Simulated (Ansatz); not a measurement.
# Band structure of MgI$_{2}$

```
Mg I
1.0
     0.00000    3.76373    3.76373
     3.76373    0.00000    3.76373
     3.76373    3.76373    0.00000
Mg I
1 2
Direct
  0.00000 0.00000 0.00000
  0.25000 0.25000 0.25000
  0.75000 0.75000 0.75000
```

Atom numbers follow the list: Mg1, I2, I3.

The structure comes from a relaxation in the same program, started in the fluorite type, and has space group Fm-3m. Whether it is a known phase or the ground state wasn't checked.

Spin–orbit coupling is left out, though it moves levels of the heavy atoms by tenths of an eV or more.

Computed with DFT, PBE, all-electron LAPW, scalar-relativistic in Ansatz 0.2.0.

Numerical set-up: a Γ-centred 10×10×10 k mesh, Fermi–Dirac smearing of 0.03 eV, basis error target 1 meV/atom, no spin polarisation.

Points in fractions of the reciprocal vectors of this cell: Γ (0, 0, 0), X (0.5, 0, 0.5), U (0.625, 0.25, 0.625), K (0.375, 0.375, 0.75), L (0.5, 0.5, 0.5), W (0.5, 0.25, 0.75). The path joins them by straight lines in the order Γ–X–U–K–Γ–L–W–X; legs that retrace an earlier one aren't tabulated. Energies are in eV from the top of the valence band.

Q: Metal or insulator at this level of theory?

A: An insulator or semiconductor: gap 0.59 eV, indirect from X (0.5, 0, 0.5) to Γ.

Q: Tabulate bands 26 to 33, counted from the lowest band of the run, along the path.

A: 
| k (1/Å) | point | band 26 | band 27 | band 28 | band 29 | band 30 | band 31 | band 32 | band 33 |
| --- | --- | --- | --- | --- | --- | --- | --- | --- | --- |
| 0.00 | Γ | -2.92 | -2.92 | -1.09 | -1.09 | -1.09 | 0.59 | 3.14 | 3.14 |
| 0.21 |  | -3.07 | -2.59 | -2.05 | -1.01 | -1.01 | 1.14 | 3.00 | 3.54 |
| 0.42 |  | -3.36 | -3.36 | -1.69 | -0.80 | -0.80 | 1.35 | 3.16 | 4.59 |
| 0.63 |  | -3.61 | -3.61 | -0.58 | -0.58 | -0.58 | 1.18 | 3.73 | 5.88 |
| 0.83 | X | -3.71 | -3.71 | -0.49 | -0.49 | 0.00 | 1.09 | 4.09 | 6.44 |
| 0.91 |  | -3.70 | -3.69 | -0.55 | -0.53 | -0.01 | 1.14 | 4.18 | 6.02 |
| 0.98 |  | -3.68 | -3.64 | -0.71 | -0.64 | -0.04 | 1.28 | 4.43 | 5.60 |
| 1.06 |  | -3.63 | -3.55 | -0.94 | -0.80 | -0.09 | 1.49 | 4.78 | 5.24 |
| 1.13 | U | -3.57 | -3.44 | -1.21 | -1.00 | -0.15 | 1.74 | 4.96 | 5.19 |
| 1.26 |  | -3.78 | -3.02 | -1.76 | -0.76 | -0.25 | 1.91 | 4.56 | 5.35 |
| 1.39 |  | -3.90 | -2.43 | -2.42 | -0.53 | -0.39 | 2.01 | 4.32 | 5.39 |
| 1.51 |  | -3.78 | -3.02 | -1.76 | -0.76 | -0.25 | 1.91 | 4.56 | 5.35 |
| 1.64 | K | -3.57 | -3.44 | -1.21 | -1.00 | -0.15 | 1.74 | 4.96 | 5.19 |
| 1.86 |  | -3.23 | -2.91 | -2.00 | -1.71 | -0.43 | 2.22 | 4.53 | 4.95 |
| 2.08 |  | -2.66 | -2.57 | -2.35 | -2.18 | -0.74 | 1.95 | 3.76 | 4.05 |
| 2.30 |  | -2.85 | -2.78 | -1.80 | -1.44 | -0.99 | 1.30 | 3.26 | 3.29 |
| 2.53 | Γ | -2.92 | -2.92 | -1.09 | -1.09 | -1.09 | 0.59 | 3.14 | 3.14 |
| 2.71 |  | -2.90 | -2.90 | -1.54 | -1.23 | -1.23 | 1.16 | 3.27 | 3.31 |
| 2.89 |  | -2.81 | -2.81 | -2.12 | -1.58 | -1.58 | 1.95 | 3.81 | 3.81 |
| 3.07 |  | -2.64 | -2.64 | -2.42 | -1.97 | -1.97 | 2.45 | 4.55 | 4.55 |
| 3.25 | L | -2.51 | -2.47 | -2.47 | -2.23 | -2.23 | 2.66 | 5.09 | 5.09 |
| 3.40 |  | -3.04 | -2.52 | -2.47 | -1.77 | -1.61 | 2.53 | 5.01 | 5.13 |
| 3.54 |  | -3.57 | -2.48 | -2.44 | -1.08 | -0.91 | 2.25 | 4.66 | 5.26 |
| 3.69 |  | -3.90 | -2.43 | -2.42 | -0.53 | -0.39 | 2.01 | 4.32 | 5.39 |
| 3.84 | W | -4.02 | -2.40 | -2.40 | -0.33 | -0.19 | 1.91 | 4.19 | 5.42 |
| 3.94 |  | -3.96 | -2.94 | -1.79 | -0.37 | -0.14 | 1.75 | 4.45 | 5.04 |
| 4.05 |  | -3.85 | -3.35 | -1.18 | -0.43 | -0.07 | 1.44 | 4.63 | 5.06 |
| 4.15 |  | -3.75 | -3.62 | -0.69 | -0.48 | -0.02 | 1.18 | 4.26 | 5.79 |
| 4.26 | X | -3.71 | -3.71 | -0.49 | -0.49 | 0.00 | 1.09 | 4.09 | 6.44 |

Kohn–Sham gaps of semilocal functionals usually fall short of measured ones.
